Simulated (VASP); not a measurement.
Input of a VASP 6.6.1 run:

INCAR

```
PREC     = Accurate       # precision mode
ENCUT    = 520            # plane-wave cutoff, eV
EDIFF    = 1E-6           # SCF threshold, eV
ISMEAR   = 0              # smearing method
SIGMA    = 0.1            # smearing width, eV
LREAL    = False          # projectors in reciprocal space
LASPH    = True           # aspherical terms in the spheres
NELM     = 100            # most SCF steps
ALGO     = Fast           # electronic algorithm
ISIF     = 2              # what is computed and relaxed
LWAVE    = False          # write WAVECAR
LCHARG   = False          # write CHGCAR
GGA      = PE             # functional
NBANDS   = 44             # bands
```

Contents of KPOINTS:

```
Automatic mesh
0
Gamma
  4 4 4
```

POSCAR

```
Zr2B3
1.0
    4.4751401027     -2.6003189168      0.0000000000
    4.4751401027      2.6003189168      0.0000000000
   -3.1369814216      0.0000000000      4.8338399306
Zr B
4 6
Direct
    0.1641000000      0.6461000000      0.9534000000
    0.3539000000      0.8359000000      0.5466000000
    0.8359000000      0.3539000000      0.0466000000
    0.6461000000      0.1641000000      0.4534000000
    0.9380000000      0.7480000000      0.2380000000
    0.2520000000      0.0620000000      0.2620000000
    0.0620000000      0.2520000000      0.7620000000
    0.7480000000      0.9380000000      0.7380000000
    0.4330000000      0.5670000000      0.7500000000
    0.5670000000      0.4330000000      0.2500000000
```

Potentials or basis: VASP PAW PBE potentials, release 64 (Zr_sv, B).

Run with:

```bash
$ cat potpaw_PBE.64/Zr_sv/POTCAR potpaw_PBE.64/B/POTCAR > POTCAR
$ mpirun -np 1 vasp_std > vasp.out
```

Task: Estimate the pressure.

Result: 77.9 GPa.

Task: Predict the band gap on the k mesh.

Result: None (metal or under the smearing width).

Task: Estimate the largest force.

Result: 2.739 eV/Å.

Forces in eV/Å, atoms in the order of the input:
```
Zr  -0.679  2.131 -1.581
Zr   0.679  2.131  1.581
Zr   0.679 -2.131  1.581
Zr  -0.679 -2.131 -1.581
B    2.081  0.271  0.343
B   -2.081  0.271 -0.343
B   -2.081 -0.271 -0.343
B    2.081 -0.271  0.343
B    0.000 -2.015  0.000
B    0.000  2.015  0.000
```

Caveat: the k mesh is coarse (spacing up to 0.37 Å⁻¹), so the values aren't converged; a pressure of tens of GPa on the cell as given is suspect, and the run, the potentials or the cell itself is likely at fault; forces of over 1 eV/Å show positions far from the minimum, so gaps and moduli don't describe the material at rest.
